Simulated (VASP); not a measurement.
A run of VASP 6.6.1 is set up as follows.

Contents of INCAR:

```
ALGO = Normal ; EDIFF = 1E-7
EDIFFG = -0.02 ; ENCUT = 600
IBRION = 2 ; ISIF = 3
ISMEAR = 0 ; KPAR = 2
LASPH = True ; LCHARG = False
LMIXTAU = True ; LREAL = False
LWAVE = False ; METAGGA = R2SCAN
NELM = 60 ; NSW = 60
PREC = Accurate ; SIGMA = 0.02
```

The input KPOINTS:

```
k-points
0
Gamma
  8 8 4
```

POSCAR

```
Si
1.0
    3.8313174605      0.0000000000      0.0000000000
   -1.9156587303      3.3180182508      0.0000000000
    0.0000000000      0.0000000000      6.3326220002
Si
4
Direct
    0.6666666667      0.3333333333      0.9369905000
    0.3333333333      0.6666666667      0.4369905000
    0.6666666667      0.3333333333      0.5630095000
    0.3333333333      0.6666666667      0.0630095000
```

Potentials or basis: VASP PAW PBE potentials, release 64 (Si).

The run is started by

```sh
$ cat potpaw_PBE.64/Si/POTCAR > POTCAR
$ mpirun -np 2 vasp_std > vasp.out
```

Question: Estimate the band gap on the k mesh.

Answer: 0.62 eV, indirect (least direct gap 1.37 eV).

Stress tensor (GPa, compression positive):
```
-0.10  0.00  0.00
 0.00 -0.10  0.00
 0.00  0.00  0.07
```

Caveat: the relaxation stopped at its first step, so nothing moved; the PAW data sets were made with another functional, which shifts forces and pressure a little. r2SCAN opens gaps a little over a GGA but as a rule still falls short of measured ones.
